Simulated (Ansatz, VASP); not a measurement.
Ga: VASP beside Ansatz

INCAR

```
ALGO = Fast
EDIFF = 1E-6
ENCUT = 520
GGA = PS
GGA_COMPAT = F
ISIF = 2
ISMEAR = -1
LASPH = T
LCHARG = F
LNONCOLLINEAR = T
LORBIT = 11
LORBMOM = T
LREAL = F
LSORBIT = T
LWAVE = F
MAGMOM = 0 0 0 0 0 0
NBANDS = 38
NELM = 150
PREC = Accurate
SIGMA = 0.05
```

The input KPOINTS:

```
k-points
0
Gamma
  8 6 5
```

File POSCAR:

```
Ga
1.0
    2.7784220849      0.0000000000      0.0000000000
    0.0000000000      3.2816087900      0.0000000000
   -1.3434310986      0.0000000000      3.9902731763
Ga
2
Direct
    0.1345962700      0.7500000000      0.7701668300
    0.8654037300      0.2500000000      0.2298331700
```

File input.yaml:

```yaml
crystal:
  lattice:
    - [2.7784220849, 0.0, 0.0]
    - [0.0, 3.28160879, 0.0]
    - [-1.3434310986, 0.0, 3.9902731763]
  atoms:
    - { symbol: Ga, position: [0.13459627, 0.75, 0.77016683] }
    - { symbol: Ga, position: [0.86540373, 0.25, 0.22983317] }
kpoints:
  mp_grid: { grid: [8, 6, 5] }
  band_path:
    path:
      - [0.0, 0.0, 0.0]
      - [0.0, 0.0, 0.5]
      - [-0.439461826, 0.0, 0.712489919]
      - [-0.5, 0.0, 0.5]
      - [-0.5, 0.5, 0.5]
      - [-0.560538174, 0.5, 0.287510081]
      - [-0.5, 0.5, 0.0]
      - [-0.5, 0.0, 0.0]
    npoints: 12
scf:
  occupations: { method: fermi_dirac, width: 0.05 }
hamiltonian:
  xc: pbesol
  pseudopotentials: { kind: all_electron, lapw: { basis_error: 0.001 } }
magnetization:
  noncollinear: true
  spin_orbit: true
output:
  forces: true
  stress: true
  eigenvalues: true
```

Alike in both runs: functional PBEsol; k mesh 8 × 6 × 5; occupations fermi-dirac, width 0.05 eV; non-collinear spin, spin-orbit coupling.

|  | VASP | Ansatz |
| --- | --- | --- |
| version | VASP 6.6.1 | Ansatz 0.2.0 |
| potentials or method | VASP PAW PBE potentials, release 64 (Ga_d) | all-electron LAPW, relativistic spinors |
| plane-wave cutoff (eV) | 520 | see its input |
| task | single point | band structure |

|  | VASP | Ansatz | Ansatz less VASP |
| --- | --- | --- | --- |
| gap on the k mesh at the Fermi level (eV) | none | none | - |
| pressure (GPa) | -0.4 | -0.5 | -0.08 |
| largest component of the traceless stress (GPa) | 2.84 | 2.87 | +0.028 |
| rms of the force components (eV/Å) | 0.085 | 0.085 | -0.0003 |
| net moment per atom (μB) | 0.00 | 0.00 | 0.000 |

Atom by atom the forces differ by 0.000 eV/Å (rms over components). A gap of «none» marks a metal or a gap that the smearing closes. Ansatz ran all-electron here, so the differences hold the error of VASP's frozen core and of both bases.

Caveats: the PAW data sets were made with another functional, which shifts forces and pressure a little (VASP); the k mesh is thin for a metal, which can move the energy by tens of meV per atom (Ansatz).
